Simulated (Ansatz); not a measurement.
Sb, DFT, PBE, all-electron LAPW, scalar-relativistic (Ansatz 0.2.0), run on 1 thread of Intel(R) Xeon(R) Platinum 8259CL CPU @ 2.50GHz (Skylake/Cascade Lake) on a shared host.

The cell is COD entry 9013008, as deposited and not checked against the literature; nothing was relaxed. The listed cell was then made from it by scaling, straining or moving an atom.

Command: `ansatz run input.yaml --threads 1 --pin off --max-ram 3072MiB --backend cpu --events-out ev --progress --plain --runs-dir out`

```yaml
crystal:
  lattice:
    - [3.16, 0.0, 0.0]
    - [0.0, 3.16, 0.0]
    - [0.0, 0.0, 3.2232]
  atoms:
    - { symbol: Sb, position: [0.0, 0.0, 0.0] }
kpoints:
  mp_grid: { grid: [13, 13, 13] }
  band_path:
    path:
      - [0.0, 0.0, 0.0]
      - [0.0, 0.5, 0.0]
      - [0.5, 0.5, 0.0]
      - [0.0, 0.0, 0.0]
      - [0.0, 0.0, 0.5]
      - [0.0, 0.5, 0.5]
      - [0.5, 0.5, 0.5]
      - [0.0, 0.0, 0.5]
      - [0.0, 0.5, 0.0]
    npoints: 5
scf:
  occupations: { method: fermi_dirac, width: 0.05 }
hamiltonian:
  xc: pbe
  pseudopotentials: { kind: all_electron, lapw: { basis_error: 0.001 } }
output:
  forces: true
  stress: true
  eigenvalues: true
```

Question: How large is the problem that the program sets up?

Answer: 196 irreducible k-points, 179 plane waves at Γ, 16 bands.

Question: Estimate the wall time and the peak memory.

Answer: 14 s of wall time for 6 SCF iterations, with a peak of 0.39 GiB. Times on shared machines scatter by tens of per cent.
